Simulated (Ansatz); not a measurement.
Write the native input for Ansatz 0.2.0 that does the following.

```yaml
Task: single point
Functional: PBE
Dispersion: D4
Potentials_or_basis: Ansatz PAW
Cutoff: "420 eV (not typed: the program's choice for these potentials)"
k_mesh: 10 × 10 × 10
Occupations: cold, width 0.025 eV
Spin: collinear spin, random start
Starting_moments: "[-0.76, 0.0] μB"
Hubbard_terms: Co d U = 4.5 eV
Hubbard_projectors: atomic
Double_counting: fll
```

The system is CoO.

```
Co O
1.0
     1.60222    0.92504    2.56647
    -1.60222    0.92504    2.56647
     0.00000   -1.85008    2.56647
Co O
1 1
Direct
  0.99772 0.99022 0.99590
  0.73361 0.76617 0.74742
```

The cell comes from a database or a generator and needn't be the stable form of this composition.

The cell isn't the ideal one: atoms moved at random, drawn with an rms of 0.1 Å.

These files were run (other wordings do the same):

input.yaml

```yaml
crystal:
  lattice:
    - [1.6022198417, 0.9250420569, 2.5664708903]
    - [-1.6022198417, 0.9250420569, 2.5664708903]
    - [0.0, -1.8500841138, 2.5664708903]
  atoms:
    - { symbol: Co, position: [0.997718, 0.990216, 0.995896], spin: -0.76 }
    - { symbol: O, position: [0.733611, 0.766174, 0.747421] }
hamiltonian:
  xc: pbe
  pseudopotentials: { kind: paw, core: small }
  dispersion: d4
  hubbard:
    sites: [{ species: Co, l: d, u_eff: 4.5 }]
    projectors: atomic
    double_counting: fll
magnetization:
  spin_polarized: true
kpoints:
  mp_grid: { grid: [10, 10, 10] }
scf:
  occupations: { method: cold, width: 0.025 }
output:
  forces: true
  stress: true
  eigenvalues: true
```

Potentials or basis: Ansatz PAW.

Command:

```bash
$ ansatz run input.yaml --threads 1 --pin off --max-ram 2560MiB --backend cpu --events-out ev --progress --plain --runs-dir out
```

Results of the run:

* Pressure: 14.8 GPa
* Largest force: 0.875 eV/Å
* Band gap on the k mesh: 0.32 eV, direct
* Net moment: -3.00 μB per cell
* Absolute moment: 3.00 μB per cell
* Site moments: Co -2.42; O -0.19 μB

Caveat: the magnetic or orbital state may not be the lowest; the pressure holds a Pulay correction of +0.9 GPa for the finite cutoff; a cell with one magnetic atom can't hold antiferromagnetic order, which such compounds often take.

Run time: 110 s on 1 thread of Intel(R) Xeon(R) 6975P-C (Granite Rapids), on a shared host, peak memory 1.3 GiB.
